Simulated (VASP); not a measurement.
# PbS (Galena) (Fm-3m) in VASP: notebook, part 2 of 2

VASP 6.6.1. The steps go on from the part before.

## 4. Band structure, LDA

File INCAR:

```
SYSTEM = PbS
PREC = Accurate ; ENCUT = 520
EDIFF = 1E-6 ; ISMEAR = -1
SIGMA = 0.05 ; LREAL = .False.
LASPH = .True. ; NELM = 100
ALGO = Normal ; ISIF = 2
LWAVE = .False. ; LCHARG = .False.
GGA = CA ; NBANDS = 17
```

File KPOINTS:

```
Automatic mesh
0
Gamma
  8 8 8
  0 0 0
```

File POSCAR:

```
PbS
1.0
    0.0000000000      2.9657500000      2.9657500000
    2.9657500000      0.0000000000      2.9657500000
    2.9657500000      2.9657500000      0.0000000000
Pb S
1 1
Direct
    0.0000000000      0.0000000000      0.0000000000
    0.5000000000      0.5000000000      0.5000000000
```

File KPOINTS_OPT:

```
path GXWKGLUWLK,UX
20
line-mode
reciprocal
 0.0000000000  0.0000000000  0.0000000000  G
 0.5000000000  0.0000000000  0.5000000000  X

 0.5000000000  0.0000000000  0.5000000000  X
 0.5000000000  0.2500000000  0.7500000000  W

 0.5000000000  0.2500000000  0.7500000000  W
 0.3750000000  0.3750000000  0.7500000000  K

 0.3750000000  0.3750000000  0.7500000000  K
 0.0000000000  0.0000000000  0.0000000000  G

 0.0000000000  0.0000000000  0.0000000000  G
 0.5000000000  0.5000000000  0.5000000000  L

 0.5000000000  0.5000000000  0.5000000000  L
 0.6250000000  0.2500000000  0.6250000000  U

 0.6250000000  0.2500000000  0.6250000000  U
 0.5000000000  0.2500000000  0.7500000000  W

 0.5000000000  0.2500000000  0.7500000000  W
 0.5000000000  0.5000000000  0.5000000000  L

 0.5000000000  0.5000000000  0.5000000000  L
 0.3750000000  0.3750000000  0.7500000000  K

 0.6250000000  0.2500000000  0.6250000000  U
 0.5000000000  0.0000000000  0.5000000000  X
```

Potentials or basis: VASP PAW LDA potentials, release 64 (Pb_d, S).

Started as:

```console
> cat potpaw_LDA.64/Pb_d/POTCAR potpaw_LDA.64/S/POTCAR > POTCAR
> mpirun -np 1 vasp_std > vasp.out
```

It took 76 s on 1 thread of Intel Xeon Platinum 8488C (Sapphire Rapids), shared host; peak memory 0.18 GiB.

The run converged. Its results:

```yaml
Free_energy: -9.9823 eV
Pressure: -2.6 GPa
Band_gap_on_the_k_mesh: 0.21 eV, direct
Band_gap_along_the_path: 0.21 eV, direct
```

Levels at the corners of the path, in eV from the valence-band top:
```
point  band 7  band 8  band 9  band 10  band 11  band 12  band 13  band 14
    Γ   -6.08   -2.16   -2.16    -2.16     5.07     5.07     5.07     6.64
    X   -7.28   -5.26   -3.46    -3.46     3.73     5.46     5.56     5.56
    X   -7.28   -5.26   -3.46    -3.46     3.73     5.46     5.56     5.56
    W   -8.03   -4.47   -4.47    -1.01     2.05     4.56     4.56     8.04
    W   -8.03   -4.47   -4.47    -1.01     2.05     4.56     4.56     8.04
    K   -8.07   -4.83   -2.96    -2.52     3.22     4.03     4.95     6.10
    K   -8.07   -4.83   -2.96    -2.52     3.22     4.03     4.95     6.10
    Γ   -6.08   -2.16   -2.16    -2.16     5.07     5.07     5.07     6.64
    Γ   -6.08   -2.16   -2.16    -2.16     5.07     5.07     5.07     6.64
    L   -8.93   -1.76   -1.76     0.00     0.21     1.83     1.83     8.47
    L   -8.93   -1.76   -1.76     0.00     0.21     1.83     1.83     8.47
    U   -8.07   -4.83   -2.96    -2.52     3.22     4.03     4.95     6.10
    U   -8.07   -4.83   -2.96    -2.52     3.22     4.03     4.95     6.10
    W   -8.03   -4.47   -4.47    -1.01     2.05     4.56     4.56     8.04
    W   -8.03   -4.47   -4.47    -1.01     2.05     4.56     4.56     8.04
    L   -8.93   -1.76   -1.76     0.00     0.21     1.83     1.83     8.47
    L   -8.93   -1.76   -1.76     0.00     0.21     1.83     1.83     8.47
    K   -8.07   -4.83   -2.96    -2.52     3.22     4.03     4.95     6.10
    U   -8.07   -4.83   -2.96    -2.52     3.22     4.03     4.95     6.10
    X   -7.28   -5.26   -3.46    -3.46     3.73     5.46     5.56     5.56
```

Caveat: spin-orbit coupling is left out, which as a rule narrows the gap of such compounds by several tenths of an eV.

## 5. Band structure, LDA, spin-orbit coupling, no magnetisation

File INCAR:

```
SYSTEM = PbS
PREC = Accurate
ENCUT = 520
EDIFF = 1E-6
ISMEAR = -1
SIGMA = 0.05
LREAL = .FALSE.
LASPH = .TRUE.
NELM = 60
ALGO = Normal
ISIF = 2
LWAVE = .FALSE.
LCHARG = .FALSE.
LNONCOLLINEAR = .TRUE.
MAGMOM = 0 0 0 0 0 0
LORBIT = 11
LSORBIT = .TRUE.
GGA_COMPAT = .FALSE.
```

File KPOINTS:

```
regular mesh
0
G
  6 6 6
  0 0 0
```

POSCAR is that of step 4.

Edit KPOINTS_OPT of step 4 so:

```diff
@@ -1,3 +1,3 @@
 path GXWKGLUWLK,UX
-20
+10
 line-mode
```

Started as:

```console
> cat potpaw_LDA.64/Pb_d/POTCAR potpaw_LDA.64/S/POTCAR > POTCAR
> mpirun -np 1 vasp_ncl > vasp.out
```

It took 3.5 min on 1 thread of Intel Xeon Platinum 8488C (Sapphire Rapids), shared host; peak memory 0.28 GiB.

Results (log left out):

```
Free energy                                           : -10.3828 eV
Pressure                                              : -3.1 GPa
Valence electrons inside the program's atomic spheres : Pb 11.86; S 3.65
```

## 6. Band structure, PBEsol

POSCAR is that of step 5.

File INCAR.step1:

```
PREC = Accurate
ENCUT = 520
EDIFF = 1E-6
ISMEAR = -1
SIGMA = 0.05
LREAL = False
LASPH = True
NELM = 80
ALGO = Normal
ISIF = 2
LWAVE = False
LCHARG = True
GGA = PS
```

File KPOINTS.step1:

```
Automatic mesh
0
Gamma
  8 8 8
```

File INCAR.step2:

```
PREC = Accurate
ENCUT = 520
EDIFF = 1E-6
ISMEAR = 0
SIGMA = 0.05
LREAL = False
LASPH = True
NELM = 80
ALGO = Normal
ISIF = 2
LWAVE = False
LCHARG = False
GGA = PS
ICHARG = 11
```

File KPOINTS.step2:

```
path GXWKGLUWLK,UX
10
line-mode
reciprocal
 0.0000000000  0.0000000000  0.0000000000  G
 0.5000000000  0.0000000000  0.5000000000  X

 0.5000000000  0.0000000000  0.5000000000  X
 0.5000000000  0.2500000000  0.7500000000  W

 0.5000000000  0.2500000000  0.7500000000  W
 0.3750000000  0.3750000000  0.7500000000  K

 0.3750000000  0.3750000000  0.7500000000  K
 0.0000000000  0.0000000000  0.0000000000  G

 0.0000000000  0.0000000000  0.0000000000  G
 0.5000000000  0.5000000000  0.5000000000  L

 0.5000000000  0.5000000000  0.5000000000  L
 0.6250000000  0.2500000000  0.6250000000  U

 0.6250000000  0.2500000000  0.6250000000  U
 0.5000000000  0.2500000000  0.7500000000  W

 0.5000000000  0.2500000000  0.7500000000  W
 0.5000000000  0.5000000000  0.5000000000  L

 0.5000000000  0.5000000000  0.5000000000  L
 0.3750000000  0.3750000000  0.7500000000  K

 0.6250000000  0.2500000000  0.6250000000  U
 0.5000000000  0.0000000000  0.5000000000  X
```

Potentials or basis: VASP PAW PBE potentials, release 64 (Pb_d, S).

Started as:

```console
> cat potpaw_PBE.64/Pb_d/POTCAR potpaw_PBE.64/S/POTCAR > POTCAR
> cp INCAR.step1 INCAR
> cp KPOINTS.step1 KPOINTS
> mpirun -np 1 vasp_std > vasp.out
> cp INCAR.step2 INCAR
> cp KPOINTS.step2 KPOINTS
> mpirun -np 1 vasp_std > vasp.out
```

It took 42 s on 1 thread of Intel Xeon Platinum 8488C (Sapphire Rapids), shared host; peak memory 0.21 GiB.

Results (log left out):

```
Band gap on the k mesh  : 0.25 eV, direct
Band gap along the path : 0.25 eV, direct
```

Levels at the corners of the path, in eV from the valence-band top:
```
point  band 7  band 8  band 9  band 10  band 11  band 12  band 13  band 14
    Γ   -6.06   -2.17   -2.17    -2.17     5.16     5.16     5.16     6.65
    X   -7.24   -5.25   -3.46    -3.46     3.72     5.53     5.64     5.64
    X   -7.24   -5.25   -3.46    -3.46     3.72     5.53     5.64     5.64
    W   -7.99   -4.47   -4.47    -1.02     2.12     4.60     4.60     8.09
    W   -7.99   -4.47   -4.47    -1.02     2.12     4.60     4.60     8.09
    K   -8.03   -4.83   -2.96    -2.51     3.26     4.09     5.00     6.12
    K   -8.03   -4.83   -2.96    -2.51     3.26     4.09     5.00     6.12
    Γ   -6.06   -2.17   -2.17    -2.17     5.16     5.16     5.16     6.65
    Γ   -6.06   -2.17   -2.17    -2.17     5.16     5.16     5.16     6.65
    L   -8.90   -1.77   -1.77     0.00     0.25     1.90     1.90     8.49
    L   -8.90   -1.77   -1.77     0.00     0.25     1.90     1.90     8.49
    U   -8.03   -4.83   -2.96    -2.51     3.26     4.09     5.00     6.12
    U   -8.03   -4.83   -2.96    -2.51     3.26     4.09     5.00     6.12
    W   -7.99   -4.47   -4.47    -1.02     2.12     4.60     4.60     8.09
    W   -7.99   -4.47   -4.47    -1.02     2.12     4.60     4.60     8.09
    L   -8.90   -1.77   -1.77     0.00     0.25     1.90     1.90     8.49
    L   -8.90   -1.77   -1.77     0.00     0.25     1.90     1.90     8.49
    K   -8.03   -4.83   -2.96    -2.51     3.26     4.09     5.00     6.12
    U   -8.03   -4.83   -2.96    -2.51     3.26     4.09     5.00     6.12
    X   -7.24   -5.25   -3.46    -3.46     3.72     5.53     5.64     5.64
```

Caveat: the log is that of the step along the path at fixed density, whose energy, stress, charges and moments have no meaning; the PAW data sets were made with another functional, which shifts forces and pressure a little; spin-orbit coupling is left out, which as a rule narrows the gap of such compounds by several tenths of an eV.

## 7. The runs side by side

| level | potentials or basis | spin | k mesh | gap on the mesh (eV) | pressure (GPa) |
| --- | --- | --- | --- | --- | --- |
| PBE | VASP PAW PBE potentials, release 64 (Pb_d, S) | off | 8 × 8 × 8 | 0.36 | - |
| PBE | VASP PAW PBE potentials, release 64 (Pb_d, S) | SOC, no magnetisation | 6 × 6 × 6 | - | - |
| LDA | VASP PAW LDA potentials, release 64 (Pb_d, S) | off | 8 × 8 × 8 | 0.21 | -2.6 |
| LDA | VASP PAW LDA potentials, release 64 (Pb_d, S) | SOC, no magnetisation | 6 × 6 × 6 | - | -3.1 |
| PBEsol | VASP PAW PBE potentials, release 64 (Pb_d, S) | off | 8 × 8 × 8 | 0.25 | - |

Alike in all rows: task band structure; cell as given; cutoff (eV) 520; smearing fermi-dirac 0.05 eV.

Caveats: spin-orbit coupling is left out, which as a rule narrows the gap of such compounds by several tenths of an eV (some runs); the PAW data sets were made with another functional, which shifts forces and pressure a little (some runs).

Absolute energies hang on the potentials; compare differences alone.
